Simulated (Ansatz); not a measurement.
Runs of Ansatz 0.2.0 on CdS (Greenockite). It takes space group P6_3mc (No. 186, hexagonal). Conventional cell: a = 4.150 Å, b = 4.150 Å, c = 6.737 Å, α = 90.00°, β = 90.00°, γ = 120.00°. Cd (site symmetry 3m) is surrounded by 4 S at 2.53 to 2.54 Å. S (site symmetry 3m) is surrounded by 4 Cd at 2.53 to 2.54 Å. 

```csv
cell,gap on the mesh (eV),pressure (GPa)
relaxed to 20 GPa,(b),20.0
relaxed,1.09,0.0
relaxed to 30 GPa,0.92,30.0
relaxed to 5 GPa,1.24,5.0
relaxed to 10 GPa,(a),10.0
```

Alike in all rows: task relaxation of cell and atoms; level PBEsol; potentials or basis all-electron LAPW, scalar-relativistic; no spin polarisation; k mesh 7 × 7 × 4; smearing fermi-dirac 0.05 eV; basis error allowed 0.002 eV/atom.

Estimate the missing entries.

(a) 1.34; (b) 1.40.

Caveats: an odd mesh through Γ misses points on the zone boundary, where band edges often lie.

A k mesh can miss the band edges, and the runs leave out spin-orbit coupling on Cd.
